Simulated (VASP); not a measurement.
# CdTe (F-43m) in VASP: further runs, part 2 of 2

VASP 6.6.1. The steps go on from the part before.

## 4. Relaxation of cell and atoms, PBEsol

INCAR reads:

```
PREC = Accurate
ENCUT = 600
EDIFF = 1E-6
ISMEAR = 0
SIGMA = 0.03
LREAL = False
LASPH = True
NELM = 80
ALGO = Normal
ISIF = 3
LWAVE = False
LCHARG = False
GGA = PS
IBRION = 2
NSW = 90
EDIFFG = -0.01
KPAR = 2
```

KPOINTS reads:

```
regular mesh
0
Gamma
  8 8 8
```

POSCAR reads:

```
CdTe
1.0
    0.0000000000      3.2050000000      3.2050000000
    3.2050000000      0.0000000000      3.2050000000
    3.2050000000      3.2050000000      0.0000000000
Cd Te
1 1
Direct
    0.0000000000      0.0000000000      0.0000000000
    0.2500000000      0.2500000000      0.2500000000
```

Potentials or basis: VASP PAW PBE potentials, release 64 (Cd, Te).

Command:

```
$ cat potpaw_PBE.64/Cd/POTCAR potpaw_PBE.64/Te/POTCAR > POTCAR
$ mpirun -np 2 vasp_std > vasp.out
```

OUTCAR:

```text
PREC = Accurate
   ENCUT = 600
   EDIFF = 1E-6
   ISMEAR = 0
   LREAL = False
   LASPH = True
   NELM = 80
   ISIF = 3
   GGA = PS
   IBRION = 2
   NSW = 90
   EDIFFG = -0.01

 ion  position               nearest neighbor table
   1  0.000  0.000  0.000-   2 2.78   2 2.78   2 2.78   2 2.78
   2  0.250  0.250  0.250-   1 2.78   1 2.78   1 2.78   1 2.78

  LATTYP: Found a face centered cubic cell.
 ALAT       =     6.4100000000

  Lattice vectors:

 A1 = (   0.0000000000,   3.2050000000,   3.2050000000)
 A2 = (   3.2050000000,   0.0000000000,   3.2050000000)
 A3 = (   3.2050000000,   3.2050000000,   0.0000000000)

Analysis of symmetry for initial positions (statically):
=====================================================================
 Subroutine PRICEL returns:
 Original cell was already a primitive cell.

 Routine SETGRP: Setting up the symmetry group for a
 face centered cubic supercell.

 Subroutine GETGRP returns: Found 24 space group operations
 (whereof 24 operations were pure point group operations)
 out of a pool of 48 trial point group operations.

The static configuration has the point symmetry T_d .

Analysis of symmetry for dynamics (positions and initial velocities):
=====================================================================
 Subroutine PRICEL returns:
 Original cell was already a primitive cell.

 Routine SETGRP: Setting up the symmetry group for a
 face centered cubic supercell.

 Subroutine GETGRP returns: Found 24 space group operations
 (whereof 24 operations were pure point group operations)
 out of a pool of 48 trial point group operations.

The dynamic configuration has the point symmetry T_d .

 Subroutine INISYM returns: Found 24 space group operations
 (whereof 24 operations are pure point group operations),
 and found     1 'primitive' translations

----------------------------------------------------------------------------------------

[... 137 lines left out ...]
  ext. energy  EPLUGINS =         0.00000000
  ---------------------------------------------------
  free energy    TOTEN  =        -5.47427619 eV

  energy without entropy =       -5.47427619  energy(sigma->0) =       -5.47427619

------------------------ aborting loop because EDIFF is reached ----------------------------------------

  FORCE on cell =-STRESS in cart. coord.  units (eV):
  Direction    XX          YY          ZZ          XY          YZ          ZX
  --------------------------------------------------------------------------------------
  -------------------------------------------------------------------------------------
  Total        0.7455023      0.7455023      0.7455023     -0.0000000     -0.0000000     -0.0000000
  in kB       18.1403412     18.1403412     18.1403412     -0.0000000     -0.0000000     -0.0000000
  external PRESSURE =      18.1403412 kB  Pullay stress =       0.0000000 kB
[... 59 lines left out ...]
--------------------------------------- Ionic step        3  -------------------------------------------

 number of electron      17.9999998 magnetization

 Free energy of the ion-electron system (eV)
  ---------------------------------------------------
  ext. energy  EPLUGINS =         0.00000000
  ---------------------------------------------------
  free energy    TOTEN  =        -5.48882193 eV

  energy without entropy =       -5.48882193  energy(sigma->0) =       -5.48882193

 E-fermi :   2.2768     XC(G=0):  -8.7509

 val. band max:        2.1502891733   @ k =   0.0000   0.0000   0.0000
 cond. band min:       2.7926268141   @ k =   0.0000   0.0000   0.0000
 fundamental gap:      0.6423376408
 Fermi energy:         2.2767844013

 k-point     1 :       0.0000    0.0000    0.0000
  band No.  band energies     occupation
      1      -9.0234      2.00000
      2      -6.0821      2.00000
      3      -6.0821      2.00000
      4      -6.0821      2.00000
      5      -5.8221      2.00000
      6      -5.8221      2.00000
      7       2.1503      2.00000
      8       2.1503      2.00000
      9       2.1503      2.00000
     10       2.7926      0.00000
     11       6.7009      0.00000
     12       6.7009      0.00000
     13       6.7009      0.00000
[... 354 lines left out ...]
  band No.  band energies     occupation
      1      -8.5629      2.00000
      2      -5.9943      2.00000
      3      -5.9818      2.00000
      4      -5.8380      2.00000
      5      -5.8168      2.00000
      6      -5.3886      2.00000
      7      -2.0966      2.00000
      8       0.0760      2.00000
      9       0.8832      2.00000
     10       5.3125      0.00000
     11       6.6626      0.00000
     12       8.0610      0.00000
     13       9.2338      0.00000

 [... further k-points ...]

------------------------ aborting loop because EDIFF is reached ----------------------------------------

  FORCE on cell =-STRESS in cart. coord.  units (eV):
  Direction    XX          YY          ZZ          XY          YZ          ZX
  --------------------------------------------------------------------------------------
  -------------------------------------------------------------------------------------
  Total       -0.0020652     -0.0020652     -0.0020652      0.0000000      0.0000000      0.0000000
  in kB       -0.0482932     -0.0482932     -0.0482932      0.0000000      0.0000000      0.0000000
  external PRESSURE =      -0.0482932 kB  Pullay stress =       0.0000000 kB
[... 17 lines left out ...]
  FREE ENERGIE OF THE ION-ELECTRON SYSTEM (eV)
  ---------------------------------------------------
  free  energy   TOTEN  =        -5.4888219293 eV

  energy  without entropy=       -5.4888219293  energy(sigma->0) =       -5.48882193

 reached required accuracy - stopping structural energy minimisation
```

CONTCAR:

```text
CdTe
   1.00000000000000
    -0.0000000000000000    3.2477981883227076    3.2477981883227076
     3.2477981883227076    0.0000000000000000    3.2477981883227076
     3.2477981883227076    3.2477981883227076   -0.0000000000000000
  Cd              Te
     1     1
Direct
     0.0000000000000000    0.0000000000000000    0.0000000000000000
     0.2500000000000000    0.2500000000000000    0.2500000000000000

  0.00000000E+00  0.00000000E+00  0.00000000E+00
  0.00000000E+00  0.00000000E+00  0.00000000E+00
```

Wall time 30 s (2 MPI ranks of Intel Xeon Platinum 8259CL at 2.50GHz (Skylake/Cascade Lake), shared host); peak memory 0.23 GiB.

What came out:

| Property | Result |
| --- | --- |
| Free energy | -5.4888 eV |
| Relaxed volume | 34.26 Å³/atom |
| Relaxed cell | a = 4.593 Å, b = 4.593 Å, c = 4.593 Å, α = 60.00°, β = 60.00°, γ = 60.00° |
| Space group after relaxing (to 0.05 Å) | F-43m (No. 216) |
| Energy gained by relaxing | 7.3 meV/atom |
| Ionic steps | 3 |
| Pressure after relaxing | 0.0 GPa |
| Band gap on the k mesh | 0.64 eV, direct |

The path:
```
step  energy change (eV)  largest force (eV/Å)  pressure (GPa)  volume (Å³)
   1              0.0000                0.0000            1.81        65.84
   2             -0.0129                0.0000           -0.54        69.46
   3             -0.0145                0.0000            0.00        68.52
```

Final structure:
```
CELL_PARAMETERS angstrom
0.00000 3.24780 3.24780
3.24780 0.00000 3.24780
3.24780 3.24780 0.00000
ATOMIC_POSITIONS crystal
Cd 0.00000 0.00000 0.00000
Te 0.25000 0.25000 0.25000
```

Caveat: the PAW data sets were made with another functional, which shifts forces and pressure a little; spin-orbit coupling is left out, which moves the levels of the heavy elements. A hybrid or GW would open this gap; PBEsol tends to underestimate it.

## 5. Relaxation of cell and atoms, PBEsol

This run uses another cell than the first one, of 34.26 Å³/atom, 1.041 times its volume.

Edit INCAR of step 4 so:

```diff
@@ -2,3 +2,3 @@
 ENCUT = 600
-EDIFF = 1E-6
+EDIFF = 1E-7
 ISMEAR = 0
@@ -15,3 +15,3 @@
 NSW = 90
-EDIFFG = -0.01
+EDIFFG = -0.005
 KPAR = 2
```

KPOINTS is that of step 4.

POSCAR reads:

```
CdTe                                    
1.0
   -0.0000000000      3.2477981883      3.2477981883
    3.2477981883      0.0000000000      3.2477981883
    3.2477981883      3.2477981883     -0.0000000000
  Cd              Te            
     1     1
Direct
     0.0000000000000000    0.0000000000000000    0.0000000000000000
     0.2500000000000000    0.2500000000000000    0.2500000000000000
```

Command:

```
$ cat potpaw_PBE.64/Cd/POTCAR potpaw_PBE.64/Te/POTCAR > POTCAR
$ mpirun -np 2 vasp_std > vasp.out
```

It took 18 s on 2 MPI ranks of Intel Xeon Platinum 8259CL at 2.50GHz (Skylake/Cascade Lake), shared host; peak memory 0.24 GiB.

The run converged. Its results:

```yaml
Free_energy: -5.4895 eV
Pressure_after_relaxing: 0.0 GPa
Band_gap_on_the_k_mesh: 0.64 eV, direct
```

Final structure:
```yaml
crystal:
  lattice:
    - [0.00000, 3.24780, 3.24780]
    - [3.24780, 0.00000, 3.24780]
    - [3.24780, 3.24780, 0.00000]
  atoms:
    - { symbol: Cd, position: [0.00000, 0.00000, 0.00000] }
    - { symbol: Te, position: [0.25000, 0.25000, 0.25000] }
```

Levels at points of the mesh, in eV from the valence-band top:
```tsv
k point	band 5	band 6	band 7	band 8	band 9	band 10	band 11	band 12	band 13
(0.00, 0.00, 0.00)	-7.97	-7.97	0.00	0.00	0.00	0.64	4.55	4.55	4.55
(0.50, 0.00, 0.00)	-7.96	-7.63	-4.44	-0.77	-0.77	1.73	5.13	5.13	6.93
(0.50, 0.50, 0.00)	-7.94	-7.50	-4.32	-1.86	-1.86	2.51	2.60	8.69	9.04
```

Caveat: the relaxation stopped at its first step, so nothing moved; the PAW data sets were made with another functional, which shifts forces and pressure a little; spin-orbit coupling is left out, which moves the levels of the heavy elements. PBEsol gaps usually lie below the measured ones, often by a third to a half.
